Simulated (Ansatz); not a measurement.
**BN (P6_3mc), frozen normal mode**

Computed with DFT r2SCAN, scalar-relativistic, plane waves, PAW (Ansatz). The runs took a 500 eV cutoff, a Γ-centred 12×12×6 mesh and Gaussian smearing (0.05 eV). No spin polarisation. Energies are free energies at this smearing, counted from the undisturbed cell; pressure is positive in compression.

The undisturbed cell (relaxed at this level; this wurtzite form isn't the usual structure):

```yaml
crystal:
  lattice:
    - [2.54397, 0.00000, 0.00000]
    - [-1.27198, 2.20314, 0.00000]
    - [0.00000, 0.00000, 4.20774]
  atoms:
    - { symbol: B, position: [0.66667, 0.33333, 0.99980] }
    - { symbol: B, position: [0.33333, 0.66667, 0.49980] }
    - { symbol: N, position: [0.66667, 0.33333, 0.62520] }
    - { symbol: N, position: [0.33333, 0.66667, 0.12520] }
```

A zone-centre mode of this cell is frozen in: each atom moves by x times its row below, so x is the largest displacement.
```
atom ux uy uz
  B1   0.938  0.000  0.000
  B2  -0.938  0.000  0.000
  N3  -1.000  0.000  0.000
  N4   1.000  0.000  0.000
```

```
  x (Å)  ΔE (meV/cell)
-0.1200          296.2
-0.0600           74.0
 0.0000            0.0
 0.0150            4.6
 0.0300           18.5
 0.0450           41.6
 0.0750          115.6
 0.0900          166.5
 0.1050          226.8
```

(1) Predict the gap on the mesh (eV) at each point.

## Answers

(1)
```tsv
x (Å)	gap on the mesh (eV)
-0.1200	5.48
-0.0600	5.64
0.0000	5.75
0.0150	5.73
0.0300	5.70
0.0450	5.67
0.0750	5.60
0.0900	5.57
0.1050	5.53
```